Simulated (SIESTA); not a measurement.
The system is ZnF2.

```xyz
6
Lattice="4.7048 0.0000 0.0000 0.0000 4.7048 0.0000 0.0000 0.0000 3.1338" Properties=species:S:1:pos:R:3 pbc="T T T"
Zn    2.3524    2.3524    1.5669
Zn    0.0000    0.0000    0.0000
F     3.7751    0.9297    1.5669
F     3.2821    3.2821    0.0000
F     0.9297    3.7751    1.5669
F     1.4227    1.4227    0.0000
```

Base run:

```yaml
Program: SIESTA 5.4.2
Functional: PBEsol
Potentials_or_basis: PseudoDojo 0.4 standard (PBEsol files)
Basis: DZP (energy shift 0.003 Ry; two zetas on semicore shells)
Grid_cutoff: 800 Ry
Energy_shift: 0.003 Ry
k_mesh: 6 × 6 × 9
Occupations: fermi-dirac, width 0.05 eV
Spin: no spin polarisation
```

Its results: band gap on the k mesh 3.86 eV, direct; pressure 0.3 GPa; largest force 0.078 eV/Å.

Problem. The run is repeated on the same cell with these changes: functional from PBEsol to LDA; potentials or basis from PseudoDojo 0.4 standard (PBEsol files) to PseudoDojo 0.4 standard (LDA files). What comes out?

Solution. Band gap on the k mesh 3.78 eV, direct; pressure -5.6 GPa; largest force 0.117 eV/Å.

Caveats: short orbitals over semicore shells can move pressures by several GPa; the valence orbitals were made in a potential fitted to the semicore shell under them, which widens gaps by tenths of an eV or more; the basis of atomic orbitals isn't converged, which shifts pressures, moduli and gaps.

Not every run made on this cell is shown here.
